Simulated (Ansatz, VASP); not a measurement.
**Two plane-wave programs on Al12HO**

```
CELL_PARAMETERS angstrom
5.72757 0.00000 0.00000
2.86378 4.96022 0.00000
0.00000 0.00000 17.67654
ATOMIC_POSITIONS crystal
Al 0.16667 0.16667 0.05657
Al 0.66667 0.16667 0.05657
Al 0.16667 0.66667 0.05657
Al 0.66667 0.66667 0.05657
Al 0.84404 0.34388 0.18794
Al 0.34598 0.33997 0.18770
Al 0.84013 0.84587 0.18774
Al 0.34048 0.84028 0.18281
Al 0.01042 0.98988 0.31815
Al 0.48019 0.97996 0.31271
Al 0.01139 0.51110 0.31270
Al 0.49015 0.51014 0.31814
O 0.72752 0.22673 0.38787
H 0.79883 0.29806 0.42622
```

Alike in both runs: functional PBE; dispersion D3(BJ); k mesh 3 × 3 × 1; occupations gaussian, width 0.1 eV; no spin polarisation.

Ansatz relaxed the structure, and its values are those at the end. VASP's run is a single point on that final structure, the one shown.

|  | VASP | Ansatz |
| --- | --- | --- |
| version | VASP 6.6.1 | Ansatz 0.2.0 |
| potentials or method | VASP PAW PBE potentials, release 64 (Al, O, H) | scalar-relativistic, plane waves, PAW |
| plane-wave cutoff (eV) | 520 | 420 |
| valence electrons in the cell | 43 | 43 |

Ansatz gave:

| Property | Result |
| --- | --- |
| rms of the force components (eV/Å) | 0.061 |
| dispersion energy (meV/atom) | -209.2 |

Estimate VASP's values.

rms of the force components (eV/Å): 0.063; dispersion energy (meV/atom): -209.2.

Caveats: the k mesh is coarse (spacing up to 0.42 Å⁻¹), so the values aren't converged; an odd number of electrons without spin polarisation forces a metal; a magnetic or distorted state may lie lower.
